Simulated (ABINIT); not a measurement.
The system is Ga.

```
Ga
1.0
     2.77842    0.00000    0.00000
     0.00000    3.28161    0.00000
    -1.34343    0.00000    3.99027
Ga
2
Direct
  0.13460 0.75000 0.77017
  0.86540 0.25000 0.22983
```

This isn't the form of Ga at room conditions, which is orthorhombic.

```yaml
Program: ABINIT 10.8.3 (patched build)
Task: relaxation of cell and atoms
Functional: PBE
Potentials_or_basis: JTH PAW PBE v2.0
Cutoff: 463 eV
k_mesh: 6 × 5 × 5
Occupations: fermi-dirac, width 0.05 eV
Spin: no spin polarisation
```

At the start: pressure 2.9 GPa; volume 18.19 Å³/atom.

Where does the relaxation end?

Over 7 steps the energy falls by 17.4 meV/atom and the volume is 19.16 Å³/atom (+5.3 %); space group P2_1/m (No. 11, to 0.05 Å).

Step by step:
| step | energy change (eV) | largest force (eV/Å) | pressure (GPa) | volume (Å³) |
| --- | --- | --- | --- | --- |
| 1 | 0.0000 | 0.0782 | 2.89 | 36.38 |
| 2 | -0.0078 | 0.0624 | 2.45 | 36.64 |
| 3 | -0.0337 | 0.0434 | -0.26 | 38.48 |
| 4 | -0.0342 | 0.0436 | -0.33 | 38.54 |
| 5 | -0.0346 | 0.0363 | -0.35 | 38.57 |
| 6 | -0.0350 | 0.0269 | -0.20 | 38.46 |
| 7 | -0.0347 | 0.0232 | -0.01 | 38.32 |

Final structure:
```cif
data_structure
_symmetry_space_group_name_H-M 'P 1'
_symmetry_Int_Tables_number 1
_cell_length_a 2.8483
_cell_length_b 3.4144
_cell_length_c 4.1620
_cell_angle_alpha 90.000
_cell_angle_beta 108.787
_cell_angle_gamma 90.000
_cell_volume 38.32
loop_
_atom_site_label
_atom_site_type_symbol
_atom_site_fract_x
_atom_site_fract_y
_atom_site_fract_z
_atom_site_occupancy
Ga1 Ga 0.13160 0.75000 0.76960 1
Ga2 Ga 0.86840 0.25000 0.23040 1
```

Caveat: the k mesh is coarse (spacing up to 0.40 Å⁻¹), so the values aren't converged; the log and the count of SCF iterations are those of the last ABINIT call alone.
